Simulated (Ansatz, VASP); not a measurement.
This is a calculation of Al2Au for Ansatz 0.2.0.

The input input.yaml:

```yaml
crystal:
  lattice:
    - [0.0, 3.0, 3.0]
    - [3.0, 0.0, 3.0]
    - [3.0, 3.0, 0.0]
  atoms:
    - { symbol: Au, position: [-0.009348, -0.009152, 0.01134] }
    - { symbol: Al, position: [0.731025, 0.75675, 0.763139] }
    - { symbol: Al, position: [0.241721, 0.25162, 0.259949] }
kpoints:
  mp_grid: { grid: [8, 8, 8] }
scf:
  occupations: { method: fermi_dirac, width: 0.05 }
hamiltonian:
  xc: pbesol
  pseudopotentials: { kind: all_electron, lapw: { basis_error: 0.001 } }
output:
  forces: true
  stress: true
  eigenvalues: true
  populations: true
```

Potentials or basis: all-electron LAPW, scalar-relativistic.

Command:

```sh
$ ansatz run input.yaml --threads 2 --pin off --max-ram 8192MiB --backend cpu --events-out ev --progress --plain --runs-dir out
```

Task: Set up the same calculation for VASP 6.6.1. Potentials there: VASP PAW PBE potentials, release 64 (Au, Al).

Result: As run (the cutoff follows the program's own potentials):

File INCAR:

```
SYSTEM = Al2Au
ALGO = Fast ; EDIFF = 1E-6
ENCUT = 520 ; GGA = PS
ISIF = 2 ; ISMEAR = -1
LASPH = .True. ; LCHARG = .False.
LREAL = .False. ; LWAVE = .False.
NBANDS = 16 ; NELM = 100
PREC = Accurate ; SIGMA = 0.05
```

KPOINTS

```
k-points
0
Gamma
  8 8 8
  0 0 0
```

Contents of POSCAR:

```
Al2Au
1.0
    0.0000000000      3.0000000000      3.0000000000
    3.0000000000      0.0000000000      3.0000000000
    3.0000000000      3.0000000000      0.0000000000
Au Al
1 2
Direct
   -0.0093480000     -0.0091520000      0.0113400000
    0.7310250000      0.7567500000      0.7631390000
    0.2417210000      0.2516200000      0.2599490000
```

Potentials or basis: VASP PAW PBE potentials, release 64 (Au, Al).

Run with:

```console
$ cat potpaw_PBE.64/Au/POTCAR potpaw_PBE.64/Al/POTCAR > POTCAR
$ mpirun -np 1 vasp_std > vasp.out
```

Both were run:

|  | VASP | Ansatz | Ansatz less VASP |
| --- | --- | --- | --- |
| gap on the k mesh at the Fermi level (eV) | none | none | - |
| pressure (GPa) | 0.0 | 0.2 | +0.19 |
| largest component of the traceless stress (GPa) | 0.47 | 0.47 | -0.001 |
| rms of the force components (eV/Å) | 0.171 | 0.171 | 0.0000 |

Atom by atom the forces differ by 0.000 eV/Å (rms over components). A gap of «none» marks a metal or a gap that the smearing closes. Ansatz ran all-electron here, so the differences hold the error of VASP's frozen core and of both bases.

Caveats: the PAW data sets were made with another functional, which shifts forces and pressure a little (VASP). The runs have no spin-orbit coupling, so splittings on Au are missing.
